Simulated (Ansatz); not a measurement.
Runs of Ansatz 0.2.0 on MgO. It takes space group Fm-3m (No. 225, cubic). Conventional cell: a = 4.194 Å, b = 4.194 Å, c = 4.194 Å, α = 90.00°, β = 90.00°, γ = 90.00°. Around Mg (site symmetry m-3m) lie 6 O at 2.10 Å. Around O (site symmetry m-3m) lie 6 Mg at 2.10 Å. The cell is a database's computed one.

```tsv
task	level	cell	k mesh	cutoff (eV)	gap on the mesh (eV)	pressure (GPa)
band structure	PBEsol	as given	11 × 11 × 11	316	4.76	(a)
relaxation of cell and atoms	RPBE+D4	relaxed	11 × 11 × 11	-	4.71	0.0
phonons	PBEsol	as given	8 × 8 × 8	338	4.76	-
phonons	PBE	as given	8 × 8 × 8	339	4.86	-
band structure	revPBE	as given	11 × 11 × 11	316	4.95	(b)
```

Alike in all rows: potentials or basis all-electron LAPW, scalar-relativistic; no spin polarisation; smearing fermi-dirac 0.05 eV; basis error allowed 0.001 eV/atom.

Problem. Estimate the missing entries.

Solution. (a) 2.4; (b) 10.8.

Caveats: an odd mesh through Γ misses points on the zone boundary, where band edges often lie (some runs).

Not every run made on this cell is shown here.
